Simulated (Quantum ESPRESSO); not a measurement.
**KCl: electronic dielectric constant by level of theory**

It takes space group Fm-3m (No. 225, cubic). Conventional cell: a = 6.293 Å, b = 6.293 Å, c = 6.293 Å, α = 90.00°, β = 90.00°, γ = 90.00°. Around K (site symmetry m-3m) lie 6 Cl at 3.15 Å. Around Cl (site symmetry m-3m) lie 6 K at 3.15 Å.

| rung | level | program and potentials | cutoff (eV) | k mesh | task | core time | chip | electronic dielectric constant | miss | notes |
| --- | --- | --- | --- | --- | --- | --- | --- | --- | --- | --- |
| GGA | PBE | Quantum ESPRESSO, SPMS 1.0 PBE | 912 | 4 × 4 × 4, shifted | phonons | 1.8 min | Intel Xeon 6975P-C Granite Rapids | 2.33 | +6.4 % | - |
| GGA | PBE | Quantum ESPRESSO, GBRV 1.5 PBE | 612 | 4 × 4 × 4, shifted | phonons | 1.8 min | Intel Xeon 6975P-C Granite Rapids | 2.32 | +5.9 % | - |
| GGA | PBE | Quantum ESPRESSO, JTH 2.0 PBE | 707 | 4 × 4 × 4, shifted | phonons | 2.2 min | Intel Xeon 6975P-C Granite Rapids | 2.32 | +5.9 % | - |
| GGA | PBE | Quantum ESPRESSO, PseudoDojo 0.4 SR PBE stringent | 1007 | 4 × 4 × 4, shifted | phonons | 2.5 min | Intel Xeon 6975P-C Granite Rapids | 2.32 | +5.9 % | - |
| LDA | LDA | Quantum ESPRESSO, GBRV 1.5 LDA | 612 | 6 × 6 × 6, shifted | dielectric tensor | 2.9 min | Arm Neoverse V2 | (a) | ? | - |
| GGA | PBE | Quantum ESPRESSO, GBRV 1.5 PBE | 612 | 6 × 6 × 6, shifted | dielectric tensor | 3 min | Arm Neoverse V2 | 2.32 | +5.9 % | - |
| GGA | PBEsol | Quantum ESPRESSO, GBRV 1.5 PBEsol | 612 | 6 × 6 × 6, shifted | dielectric tensor | 3 min | Arm Neoverse V2 | 2.36 | +7.8 % | - |
| GGA | BLYP | Quantum ESPRESSO, GBRV 1.5 PBE | 612 | 6 × 6 × 6, shifted | dielectric tensor | 3.2 min | Arm Neoverse V2 | 2.31 | +5.5 % | potentials made for PBE |
| GGA | AM05 | Quantum ESPRESSO, GBRV 1.5 PBE | 612 | 6 × 6 × 6, shifted | dielectric tensor | 3.2 min | Arm Neoverse V2 | 2.33 | +6.4 % | potentials made for PBE |
| GGA | WC | Quantum ESPRESSO, GBRV 1.5 PBE | 612 | 6 × 6 × 6, shifted | dielectric tensor | 3.2 min | Arm Neoverse V2 | 2.35 | +7.3 % | potentials made for PBE |
| GGA | PBE | Quantum ESPRESSO, SSSP 1.3 efficiency PBE | 816 | 4 × 4 × 4, shifted | phonons | 4 min | Intel Xeon 6975P-C Granite Rapids | 2.32 | +5.9 % | - |
| LDA | LDA | Quantum ESPRESSO, GBRV 1.5 LDA | 612 | 4 × 4 × 4, shifted | phonons | 4.6 min | Arm Neoverse V1 | 2.51 | +14.6 % | cell relaxed first (27.96 Å³/atom) |

Times are single runs on shared hosts and different chips, so they are rough; meshes, cutoffs and the tasks' sizes weigh on the time. All rows: no spin polarisation. The cell comes from a database and isn't always the measured one. Meshes differ between rows, which moves values too. All levels ran on this one cell, unrelaxed unless noted. Meshes are those of the run's cell of 2 atoms unless a note names another. Misses use the values as printed. Runs on faulty files, with rough fits or with known faults for this quantity aren't shown. No row holds spin-orbit coupling.

Measured: 2.19 at 80 K (a printed reference work). The runs are for a static lattice.

Task: Estimate the value left out from the other rows.

Result: (a) 2.40, miss +9.6 %.
